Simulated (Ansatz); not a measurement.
## Ionic part of the dielectric constant of ZnS, mode by mode

The calculation used Ansatz 0.2.0, DFT LDA, scalar-relativistic, plane waves, PAW. Plane waves to 420 eV; Γ-centred k mesh 10×10×10; fixed occupations. No spin polarisation. Phonons by linear response, acoustic sum rule imposed.

The structure is cubic, space group F-43m (No. 216). The conventional cell has a = 5.297 Å, b = 5.297 Å, c = 5.297 Å, α = 90.00°, β = 90.00°, γ = 90.00°. Around Zn (site symmetry -43m) lie 4 S at 2.29 Å. S (site symmetry -43m) is surrounded by 4 Zn at 2.29 Å.

The primitive cell has V = 37.15 Å³ and ε∞,yy = 6.184. Each polar mode adds Δε = (4.92064×10⁷/V)·S/ν² along y, with S its oscillator strength in e²/amu, ν in cm⁻¹ and V in Å³.

Question: From these modes, find each Δε and ε0,yy.
| ν (cm⁻¹) | S_yy (e²/amu) |
| --- | --- |
| 291.1 | 0.1683 |

Answer:
```json
{"ν (cm⁻¹)": "291.1", "Δε": "2.63"}
```

The sum is 2.632, so ε0,yy = 8.82; the run's tensor has 8.82.

Question: Where do the longitudinal modes lie for a wave vector along y?

Answer: At 348 cm⁻¹. The Lyddane–Sachs–Teller product Π(ν_LO/ν_TO)² = 1.43 matches ε0/ε∞ = 1.43.

Cost: 1 run of about 1.3 core-minutes, on Arm Neoverse V1 (shared hosts).

The static dielectric response of ZnS is mainly electronic: the lattice adds 2.63 to an ε∞ of 6.184. This fits a partly covalent tetrahedral network, in which polarisable S 3p-derived valence states respond strongly while the Zn–S charge transfer still gives the optical mode a sizeable dipole. That dipole also sets up the macroscopic field that lifts the longitudinal branch to 348 cm⁻¹, with the electronic polarisation screening the field. Cubic symmetry makes the result the same along every axis.

The computed ε∞ lies above the measured value, as is common in LDA, which underestimates the gap and so makes virtual excitations too easy. The transverse mode is also harder than observed, probably because LDA overbinds and shortens the Zn–S bond, which reduces the ionic term. The reasonable static constant therefore probably owes something to compensating errors. The Lyddane–Sachs–Teller agreement shows that the frequencies and dielectric constants are mutually consistent, not that each is accurate.
